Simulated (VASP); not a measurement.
Set up this calculation in VASP 6.6.1, as the native input.

| Item | Value |
| --- | --- |
| Task | single point |
| Functional | PBE |
| Potentials or basis | VASP PAW PBE potentials, release 64 (W_sv_GW, C_GW) |
| Cutoff | 450 eV |
| k mesh | 7 × 7 × 7 |
| Occupations | gaussian, width 0.02 eV |
| Spin | no spin polarisation |
| Further INCAR settings | ALGO = Fast; EDIFF = 1e-06; NBANDS = 16 |

The structure of WC lies in POSCAR:

```
WC
1.0
    0.0000000000      2.1926840000      2.1926840000
    2.1926840000      0.0000000000      2.1926840000
    2.1926840000      2.1926840000      0.0000000000
W C
1 1
Direct
    0.0000000000      0.0000000000      0.0000000000
    0.5000000000      0.5000000000      0.5000000000
```

Measurements of this composition are mostly on another form, of space group No. 187.

These files were run (other wordings do the same):

INCAR

```
PREC = Accurate ; ENCUT = 450
EDIFF = 1E-6 ; ISMEAR = 0
SIGMA = 0.02 ; LREAL = False
LASPH = True ; NELM = 60
ALGO = Fast ; ISIF = 2
LWAVE = False ; LCHARG = False
GGA = PE ; NBANDS = 16
```

KPOINTS

```
Automatic mesh
0
Gamma
  7 7 7
```

Potentials or basis: VASP PAW PBE potentials, release 64 (W_sv_GW, C_GW).

The run is started by

```bash
$ cat potpaw_PBE.64/W_sv_GW/POTCAR potpaw_PBE.64/C_GW/POTCAR > POTCAR
$ mpirun -np 1 vasp_std > vasp.out
```

Results of the run:

| Item | Value |
| --- | --- |
| Band gap on the k mesh | none (metal or under the smearing width) |

It took 11 s on 1 thread of Intel(R) Xeon(R) Platinum 8375C CPU @ 2.90GHz (Ice Lake), on a shared host, peak memory 0.14 GiB.
